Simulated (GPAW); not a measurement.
# CdSe (Cadmoselite) (P6_3mc) in GPAW: notebook

Aim: see how the results for CdSe (Cadmoselite) move with the level of theory and the settings. Levels: vdW-DF-cx, PBE, LDA. Tasks: electron localisation function, single point.

Everything below comes from runs of GPAW 26.7.0. Logs are shortened: lines on timing, memory, paths and dates and some standing lists are left out, and cuts for length are marked. The log counts tension as positive stress, the text compression.

**Experimental background.**

A printed reference work, data compilation reports, for a bulk crystal of CdSe at 2 K: band gap 1.841 eV.

The results are compared with them further down.

### 1 The crystal as given

Symmetry: P6_3mc, No. 186, hexagonal system. Conventional cell: a = 4.300 Å, b = 4.300 Å, c = 7.020 Å, α = 90.00°, β = 90.00°, γ = 120.00°. Cd (site symmetry 3m) has 4 Se at 2.61 to 2.70 Å as nearest neighbours. Se (site symmetry 3m) has 4 Cd at 2.61 to 2.70 Å as nearest neighbours.

### 2 Electron localisation function, vdW-DF-cx

File run.py:

```python
from ase.dft.bandgap import bandgap
from ase.io import read, write
from ase.units import Bohr
from gpaw import GPAW, PW
from gpaw.elf import elf_from_dft_calculation

atoms = read('CdSe.cif')

calc = GPAW(mode=PW(600),
            xc={'name': 'vdW-DF-cx', 'backend': 'libvdwxc'},
            kpts={'size': (4, 4, 2), 'gamma': True},
            occupations={'name': 'fermi-dirac', 'width': 0.05},
            nbands=31,
            convergence={'density': 1e-05, 'energy': 1e-05},
            eigensolver={'name': 'davidson', 'niter': 4},
            maxiter=150,
            txt='gpaw.txt')
atoms.calc = calc
energy = atoms.get_potential_energy()
forces = atoms.get_forces()
calc.write('gs.gpw')
write('result.traj', atoms)
print(f'Energy: {energy:.6f} eV')
print('Forces (eV/A):')
print(forces.round(4))
print('Fermi level:', round(calc.get_fermi_level(), 4), 'eV')
print(f'Gap: {bandgap(calc)[0]:.4f} eV, direct: {bandgap(calc, direct=True)[0]:.4f} eV')

# fields on the real-space grid
write('density.cube', atoms, data=calc.get_pseudo_density() * Bohr**3)
write('potential.cube', atoms, data=calc.get_electrostatic_potential())
write('elf.cube', atoms, data=elf_from_dft_calculation(calc).data)
```

File CdSe.cif:

```cif
data_CdSe
_cell_length_a 4.30000000
_cell_length_b 4.30000000
_cell_length_c 7.02000000
_cell_angle_alpha 90.00000000
_cell_angle_beta 90.00000000
_cell_angle_gamma 120.00000000
_space_group_name_H-M_alt 'P6_3mc'
_space_group_name_Hall 'P 6c -2c'
_space_group_IT_number 186
loop_
_space_group_symop_operation_xyz
'x,y,z'
'x-y,x,z+1/2'
'-y,x-y,z'
'-x,-y,z+1/2'
'-x+y,-x,z'
'y,-x+y,z+1/2'
'y,x,z+1/2'
'x,x-y,z'
'x-y,-y,z+1/2'
'-y,-x,z'
'-x,-x+y,z+1/2'
'-x+y,y,z'
loop_
_atom_site_label
_atom_site_type_symbol
_atom_site_symmetry_multiplicity
_atom_site_Wyckoff_symbol
_atom_site_fract_x
_atom_site_fract_y
_atom_site_fract_z
_atom_site_occupancy
Cd1 Cd 2 b 0.6666666667 0.3333333333 0.5000000000 1
Se1 Se 2 b 0.6666666667 0.3333333333 0.8850000000 1
```

Potentials or basis: GPAW PAW data sets (gpaw-data 1.2.1), pw.

Run with:

```bash
$ OMP_NUM_THREADS=1 python run.py
```

gpaw.txt:

```text
__  _  _
 | _ |_)|_||  |
 |__||  | ||/\| - 26.7.0

Input parameters:
  mode=PW(ecut=600.0),
  convergence={'density': 1e-05, 'energy': 1e-05},
  eigensolver=Davidson(niter=4),
  kpts=MonkhorstPack(size=(4, 4, 2), gamma=True),
  maxiter=150,
  nbands=31,
  occupations=Occupations(name='fermi-dirac', width=0.05),
  xc=XC(name='vdW-DF-cx', backend='libvdwxc')

Diagonalizing LCAO Hamiltonian
Converting LCAO to pw mode

            Se

        Se  Cd

        Cd

Atoms  # Å, Bohr magnetons
|   | symbol |        x |        y |        z |    initial magnetic moments |
|---|--------|----------|----------|----------|-----------------------------|
| 0 |     Cd | 2.150000 | 1.241303 | 3.510000 | ( 0.0000,  0.0000,  0.0000) |
| 1 |     Cd | 0.000000 | 2.482606 | 0.000000 | ( 0.0000,  0.0000,  0.0000) |
| 2 |     Se | 2.150000 | 1.241303 | 6.212700 | ( 0.0000,  0.0000,  0.0000) |
| 3 |     Se | 0.000000 | 2.482606 | 2.702700 | ( 0.0000,  0.0000,  0.0000) |

Unit cell  # Å
| periodic |         x |        y |        z |  lengths |     angles |
|----------|-----------|----------|----------|----------|------------|
|      yes |  4.300000 | 0.000000 | 0.000000 | 4.300000 |  90.000000 |
|      yes | -2.150000 | 3.723909 | 0.000000 | 4.300000 |  90.000000 |
|      yes |  0.000000 | 0.000000 | 7.020000 | 7.020000 | 120.000000 |

Number of symmetries: 6
Symmetry operations  # r_c * U_cc + t_c -> r_c
|   | kind |            matrix            |
|---|------|------------------------------|
| 0 |  σ   |  1, 1, 0,  0,-1, 0,  0, 0, 1 |
| 1 |  E   |  1, 0, 0,  0, 1, 0,  0, 0, 1 |
| 2 |  C3  |  0, 1, 0, -1,-1, 0,  0, 0, 1 |
| 3 |  σ   |  0,-1, 0, -1, 0, 0,  0, 0, 1 |
| 4 |  σ   | -1, 0, 0,  1, 1, 0,  0, 0, 1 |
| 5 |  C3  | -1,-1, 0,  1, 0, 0,  0, 0, 1 |

BZ-sampling:
  Number of BZ points: 32
  Number of IBZ points: 8

  Monkhorst-Pack size: [4, 4, 2]
  Monkhorst-Pack shift: [0.125, 0.125, 0.25]

K-points  # in reciprocal-cell coordinates
|   |                                coordinates |     weight |
|---|--------------------------------------------|------------|
| 0 | (  0.00000000,   0.00000000,   0.00000000) | 0.03125000 |
| 1 | (  0.00000000,   0.00000000,   0.50000000) | 0.03125000 |
| 2 | (  0.25000000,   0.00000000,   0.00000000) | 0.18750000 |
| 3 | (  0.25000000,   0.00000000,   0.50000000) | 0.18750000 |
| 4 | (  0.50000000,   0.25000000,   0.00000000) | 0.18750000 |
| 5 | (  0.50000000,   0.25000000,   0.50000000) | 0.18750000 |
| 6 | (  0.50000000,   0.50000000,   0.00000000) | 0.09375000 |
| 7 | (  0.50000000,   0.50000000,   0.50000000) | 0.09375000 |

Plane wave coefficients: 3791
Cutoff: 600.0 eV

Spin-components: 1 (collinear spins)
Bands:           31
Projectors:      22
Spin-degeneracy: 2
Datatype:        complex128

Density:
  Valence electrons: 36.0
  Components: 1
  Grid points: [25 25 40]
  Charge: 0.0  # |e|

Potential:
  Grid points: [25 25 40]

species:
  Cd:
    name:    Cadmium
    Z:       48.0
    valence: 12
    core:    36
    charge:  0.0  # [|e|]
    compensation charges:
      type: gauss
      rc: 0.38  # [Å]
      lmax: 2
    cutoffs:
      filter: 2.12  # [Å]
      core: 2.62  # [Å]
    projectors
    | kind |    occ | energy [eV] | rcut [Å] |
    |------|--------|-------------|----------|
    |   5s |  2.000 |      -5.655 |    1.191 |
    |   5p |  0.000 |      -1.186 |    1.228 |
    |   4d | 10.000 |     -11.739 |    1.164 |
    |    s |        |      21.556 |    1.191 |
    |    p |        |      26.026 |    1.228 |
    |    d |        |      15.473 |    1.164 |

    Using partial waves for Cd as LCAO basis

  Se:
    name:    Selenium
    Z:       34.0
    valence: 6
    core:    28
    charge:  0.0  # [|e|]
    compensation charges:
      type: gauss
      rc: 0.27  # [Å]
      lmax: 2
    cutoffs:
      filter: 1.77  # [Å]
      core: 2.67  # [Å]
    projectors
    | kind |    occ | energy [eV] | rcut [Å] |
    |------|--------|-------------|----------|
    |   4s |  2.000 |     -17.277 |    0.847 |
    |   4p |  4.000 |      -6.512 |    1.005 |
    |    s |        |       9.935 |    0.847 |
    |    p |        |      20.699 |    1.005 |
    |    d |        |       0.000 |    0.847 |

    Using partial waves for Se as LCAO basis

Reference energy: -436553.300934  # eV

eigensolver:
  Davidson
  Converge bands: occupied
  niter=4

density mixing:
  MSR1-Mixer
  Pratt-step length: 0.05
  Maximum mixing coefficient: 0.75
  Old densities: 10
  SVD Regularization: 0.005
  Good broyden scale: 1.0
  Trust region scale: 1.0
  Backstep threshold: 4.0
  History deletion threshold: 6.0
  Fourier metric: weight=20.0, sigma=0.015

occupation numbers:
  Fermi-Dirac:
    width: 0.0500  # eV

poisson solver:
  ecut: 4800.0  # eV

xc functional:
  name: vdW-DF-cx with libvdwxc
  Mode: serial
  Semilocal: GGA_X_LV_RPW86+LDA_C_PW with 2 nearest neighbor stencil
  Local blocksize: 50 x 50 x 80
  PAW datasets: PBE

convergence criteria:
[... 6 lines left out ...]
|iter     | |      energy | eigst |  dens |
|---------|-|-------------|-------|-------|
|iter:   1| |  139.004177 | -2.19 |       |
|iter:   2| |  139.156909 | -3.95 | -1.18 |
|iter:   3| |  139.694562 | -3.15 | -1.22 |
|iter:   4| |  139.696084 | -5.06 | -1.84 |
|iter:   5| |  139.696181 | -5.50 | -2.28 |
|iter:   6| |  139.696148c| -7.25 | -3.25 |
|iter:   7| |  139.696140c| -8.27c| -3.65 |
|iter:   8| |  139.696140c| -9.35c| -4.52 |
|iter:   9| |  139.696140c|-10.38c| -4.82 |
|iter:  10| |  139.696140c|-11.75c| -5.32c|

Converged in 10 steps
Energy contributions relative to reference atoms: (reference = -436553.300934)

Energy contributions:
  Kinetic:          44.156413
  Coulomb:         -39.652094
  Zero:             -0.075509
  External:          0.000000
  Xc:              135.267400
  Entropy:          -0.000140
  Spinorbit:         0.000000
  ----------------------------
  Free energy:     139.696070
  Extrapolated:    139.696140

dipole moment: (0.000008, 0.000009, -18.270779)  # |e|*Ang

Fermi level: 3.893
Eigenvalues  # (at kpt = [0.000, 0.000, 0.000])
| band index |      eig [eV] | occ [0-2] |
|------------|---------------|-----------|
|          0 |        -9.037 |     2.000 |
|        ... |               |           |
|         10 |        -3.970 |     2.000 |
|         11 |        -3.690 |     2.000 |
|         12 |        -0.713 |     2.000 |
|         13 |         2.830 |     2.000 |
|         14 |         2.830 |     2.000 |
|         15 |         3.537 |     1.998 |
[... 8 lines left out ...]
|         24 |        10.490 |     0.000 |
|         25 |        11.163 |     0.000 |
|        ... |               |           |
|         30 |        14.506 |     0.000 |

Gap: 0.629 eV
Transition (v -> c):
  (s=0, k=0, n=17, [0.00, 0.00, 0.00]) -> (s=0, k=0, n=18, [0.00, 0.00, 0.00])
No difference between direct/indirect transitions

Forces  # eV/Ang
|        x |        y |        z |
|----------|----------|----------|
| -0.00000 |  0.00000 |  0.30229 |  # Cd   0
|  0.00000 | -0.00000 |  0.30228 |  # Cd   1
| -0.00000 | -0.00000 | -0.30229 |  # Se   2
|  0.00000 |  0.00000 | -0.30225 |  # Se   3

# Writing to gs.gpw (mode='')
```

Run time: 19 s. Hardware: 1 thread of Intel Xeon Platinum 8488C (Sapphire Rapids), shared host; peak memory 0.23 GiB.

These settings aren't checked as converged: the numbers below hold their error.

Results:

- Free energy: 139.6961 eV
- Largest force: 0.302 eV/Å
- Band gap on the k mesh: 0.63 eV, direct

Caveat: the k mesh is coarse (spacing up to 0.45 Å⁻¹), so the values aren't converged; the PAW data sets were made with another functional, which shifts forces and pressure a little.

### 3 Single point, PBE

File run.py:

```python
from ase.dft.bandgap import bandgap
from ase.io import read, write
from ase.units import GPa
from gpaw import GPAW, PW

atoms = read('CdSe.cif')

calc = GPAW(mode=PW(500),
            xc='PBE',
            kpts={'size': (6, 6, 3), 'gamma': True},
            occupations={'name': 'fermi-dirac', 'width': 0.01},
            nbands=31,
            convergence={'density': 1e-05, 'energy': 1e-05},
            maxiter=150,
            txt='gpaw.txt')
atoms.calc = calc
energy = atoms.get_potential_energy()
forces = atoms.get_forces()
stress = atoms.get_stress()
calc.write('gs.gpw')
write('result.traj', atoms)
print(f'Energy: {energy:.6f} eV')
print('Forces (eV/A):')
print(forces.round(4))
print('Stress (GPa):', (stress / GPa).round(3))
print('Fermi level:', round(calc.get_fermi_level(), 4), 'eV')
print(f'Gap: {bandgap(calc)[0]:.4f} eV, direct: {bandgap(calc, direct=True)[0]:.4f} eV')
```

CdSe.cif is that of step 2.

Potentials or basis: GPAW PAW data sets (gpaw-data 1.2.1), pw.

Run with:

```bash
$ OMP_NUM_THREADS=1 python run.py
```

It took 34 s on 1 thread of Arm Neoverse V1, shared host; peak memory 0.19 GiB.

Results (log left out):

```yaml
Free_energy: -11.2899 eV
Pressure: 2.5 GPa
Largest_force: 0.282 eV/Å
Band_gap_on_the_k_mesh: 0.70 eV, direct
```

Forces on the atoms (eV/Å):
```
Cd   0.000  0.000  0.282
Cd   0.000  0.000  0.282
Se   0.000  0.000 -0.282
Se   0.000  0.000 -0.282
```

Stress tensor (GPa, compression positive):
```
3.20 0.00 0.00
0.00 3.20 0.00
0.00 0.00 1.21
```

Levels at points of the mesh, in eV from the valence-band top:
| k point | band 15 | band 16 | band 17 | band 18 | band 19 | band 20 | band 21 | band 22 |
| --- | --- | --- | --- | --- | --- | --- | --- | --- |
| (0.00, 0.00, 0.00) | -0.72 | -0.01 | 0.00 | 0.00 | 0.70 | 2.11 | 5.86 | 5.86 |
| (0.50, 0.50, 0.00) | -2.58 | -1.87 | -1.24 | -0.84 | 3.22 | 3.31 | 4.80 | 6.14 |

Caveat: the cutoff is short for stress and forces, so pressures can be off by a GPa or more.

### 4 Single point, LDA

Changes to run.py since step 3:

```diff
@@ -7,4 +7,4 @@
 
-calc = GPAW(mode=PW(500),
-            xc='PBE',
+calc = GPAW(mode=PW(450),
+            xc='LDA',
             kpts={'size': (6, 6, 3), 'gamma': True},
```

File CdSe.cif:

```cif
data_CdSe
_cell_length_a 4.30000000
_cell_length_b 4.30000000
_cell_length_c 7.02000000
_cell_angle_alpha 90.00000000
_cell_angle_beta 90.00000000
_cell_angle_gamma 120.00000000
_space_group_name_H-M_alt 'P1'
_space_group_name_Hall 'P 1'
_space_group_IT_number 1
loop_
_space_group_symop_operation_xyz
'x,y,z'
loop_
_atom_site_label
_atom_site_type_symbol
_atom_site_symmetry_multiplicity
_atom_site_Wyckoff_symbol
_atom_site_fract_x
_atom_site_fract_y
_atom_site_fract_z
_atom_site_occupancy
Cd1 Cd 1 a 0.6666666667 0.3333333333 0.5000000000 1
Cd2 Cd 1 a 0.3333333333 0.6666666667 0.0000000000 1
Se1 Se 1 a 0.6666666667 0.3333333333 0.8850000000 1
Se2 Se 1 a 0.3333333333 0.6666666667 0.3850000000 1
```

Potentials or basis: the program's PAW data sets (release 1.2.1) made for this functional, pw.

Run with:

```bash
$ OMP_NUM_THREADS=1 python run.py
```

gpaw.txt:

```text
__  _  _
 | _ |_)|_||  |
 |__||  | ||/\| - 26.7.0

Input parameters:
  mode=PW(ecut=450.00000000000006),
  convergence={'density': 1e-05, 'energy': 1e-05},
  kpts=MonkhorstPack(size=(6, 6, 3), gamma=True),
  maxiter=150,
  nbands=31,
  occupations=Occupations(name='fermi-dirac', width=0.01),
  xc=XC(name='LDA')

Diagonalizing LCAO Hamiltonian
Converting LCAO to pw mode

            Se

        Se  Cd

        Cd

Atoms  # Å, Bohr magnetons
|   | symbol |         x |        y |        z |    initial magnetic moments |
|---|--------|-----------|----------|----------|-----------------------------|
| 0 |     Cd |  2.150000 | 1.241303 | 3.510000 | ( 0.0000,  0.0000,  0.0000) |
| 1 |     Cd | -0.000000 | 2.482606 | 0.000000 | ( 0.0000,  0.0000,  0.0000) |
| 2 |     Se |  2.150000 | 1.241303 | 6.212700 | ( 0.0000,  0.0000,  0.0000) |
| 3 |     Se | -0.000000 | 2.482606 | 2.702700 | ( 0.0000,  0.0000,  0.0000) |

Unit cell  # Å
| periodic |         x |        y |        z |  lengths |     angles |
|----------|-----------|----------|----------|----------|------------|
|      yes |  4.300000 | 0.000000 | 0.000000 | 4.300000 |  90.000000 |
|      yes | -2.150000 | 3.723909 | 0.000000 | 4.300000 |  90.000000 |
|      yes |  0.000000 | 0.000000 | 7.020000 | 7.020000 | 120.000000 |

Number of symmetries: 6
Symmetry operations  # r_c * U_cc + t_c -> r_c
|   | kind |            matrix            |
|---|------|------------------------------|
| 0 |  σ   |  1, 1, 0,  0,-1, 0,  0, 0, 1 |
| 1 |  E   |  1, 0, 0,  0, 1, 0,  0, 0, 1 |
| 2 |  C3  |  0, 1, 0, -1,-1, 0,  0, 0, 1 |
| 3 |  σ   |  0,-1, 0, -1, 0, 0,  0, 0, 1 |
[... 130 lines left out ...]
|iter     | |      energy | eigst |  dens |
|---------|-|-------------|-------|-------|
|iter:   1| |  -14.513245 | -0.61 |       |
|iter:   2| |  -14.366233 | -2.54 | -1.20 |
|iter:   3| |  -13.825506 | -1.56 | -1.25 |
|iter:   4| |  -13.814745 | -3.48 | -1.80 |
|iter:   5| |  -13.812470 | -3.81 | -2.28 |
|iter:   6| |  -13.812454 | -5.31 | -3.01 |
|iter:   7| |  -13.812455c| -6.60 | -3.61 |
|iter:   8| |  -13.812455c| -7.59c| -4.77 |
|iter:   9| |  -13.812455c| -8.00c| -5.24c|

Converged in 9 steps
Energy contributions relative to reference atoms: (reference = -436106.280585)

Energy contributions:
  Kinetic:          31.792585
  Coulomb:         -28.864551
  Zero:              0.109893
  External:          0.000000
  Xc:              -16.850382
  Entropy:          -0.000000
  Spinorbit:         0.000000
  ----------------------------
  Free energy:     -13.812455
  Extrapolated:    -13.812455

dipole moment: (0.000014, 0.000006, -18.458629)  # |e|*Ang

Fermi level: 3.527
Eigenvalues  # (at kpt = [0.000, 0.000, 0.000])
| band index |      eig [eV] | occ [0-2] |
|------------|---------------|-----------|
|          0 |        -9.359 |     2.000 |
|        ... |               |           |
|         10 |        -4.143 |     2.000 |
|         11 |        -3.867 |     2.000 |
|         12 |        -1.019 |     2.000 |
|         13 |         2.582 |     2.000 |
|         14 |         2.582 |     2.000 |
|         15 |         3.302 |     2.000 |
[... 8 lines left out ...]
|         24 |        10.177 |     0.000 |
|         25 |        10.779 |     0.000 |
|        ... |               |           |
|         30 |        14.135 |     0.000 |

Gap: 0.422 eV
Transition (v -> c):
  (s=0, k=0, n=17, [0.00, 0.00, 0.00]) -> (s=0, k=0, n=18, [0.00, 0.00, 0.00])
No difference between direct/indirect transitions

Forces  # eV/Ang
|        x |        y |        z |
|----------|----------|----------|
| -0.00000 |  0.00000 |  0.25225 |  # Cd   0
|  0.00000 |  0.00000 |  0.25238 |  # Cd   1
|  0.00000 |  0.00000 | -0.25244 |  # Se   2
|  0.00000 | -0.00000 | -0.25228 |  # Se   3

Stress tensor  # eV/Ang^3
|         x |         y |         z |
|-----------|-----------|-----------|
|  0.014297 | -0.000000 | -0.000000 |
| -0.000000 |  0.014297 | -0.000000 |
| -0.000000 | -0.000000 |  0.024008 |

# Writing to gs.gpw (mode='')
```

Wall time 26 s (1 thread of Arm Neoverse V1, shared host); peak memory 0.18 GiB.

Results:

- Free energy: -13.8125 eV
- Pressure: -2.8 GPa
- Largest force: 0.252 eV/Å
- Band gap on the k mesh: 0.42 eV, direct

Forces in eV/Å, atoms in the order of the input:
```
Cd   0.000  0.000  0.252
Cd   0.000  0.000  0.252
Se   0.000  0.000 -0.252
Se   0.000  0.000 -0.252
```

Caveat: the cutoff is short for stress and forces, so pressures can be off by a GPa or more.

### 5 Single point, LDA

Changes to run.py since step 4:

```diff
@@ -1,3 +1,4 @@
+from ase import Atoms
 from ase.dft.bandgap import bandgap
-from ase.io import read, write
+from ase.io import write
 from ase.units import GPa
@@ -5,5 +6,13 @@
 
-atoms = read('CdSe.cif')
+atoms = Atoms(['Cd', 'Cd', 'Se', 'Se'],
+              cell=[[4.3, 0.0, 0.0],
+                    [-2.15, 3.7239092363, 0.0],
+                    [0.0, 0.0, 7.02]],
+              scaled_positions=[[0.6666666667, 0.3333333333, 0.5],
+                                [0.3333333333, 0.6666666667, 0.0],
+                                [0.6666666667, 0.3333333333, 0.885],
+                                [0.3333333333, 0.6666666667, 0.385]],
+              pbc=True)
 
-calc = GPAW(mode=PW(450),
+calc = GPAW(mode=PW(400),
             xc='LDA',
```

Run with:

```bash
$ OMP_NUM_THREADS=1 python run.py
```

Run time: 20 s. Hardware: 1 thread of Arm Neoverse V1, shared host; peak memory 0.16 GiB.

These settings aren't checked as converged: the numbers below hold their error.

Results:

- Free energy: -13.6543 eV
- Pressure: -3.7 GPa
- Largest force: 0.252 eV/Å
- Band gap on the k mesh: 0.42 eV, direct

Caveat: the cutoff is short for stress and forces, so pressures can be off by a GPa or more.

### 6 Against experiment

Step 3. A measured gap of CdSe is 1.841 eV (2 K; a printed reference work, data compilation); the calculated 0.70 eV misses it by -1.15 eV. So large a miss can be the level of theory's own, or it may mean another phase, state or a wrong row. Spin-orbit coupling on Cd, Se is left out. The value is that of PBE, without temperature or zero-point motion. Semilocal functionals fall short of measured gaps as a rule.

Step 4. A measured gap of CdSe is 1.841 eV (2 K; a printed reference work, data compilation); the calculated 0.42 eV misses it by -1.42 eV. So large a miss can be the level of theory's own, or it may mean another phase, state or a wrong row. Spin-orbit coupling on Cd, Se is left out. The value is that of LDA, without temperature or zero-point motion. Semilocal functionals fall short of measured gaps as a rule.
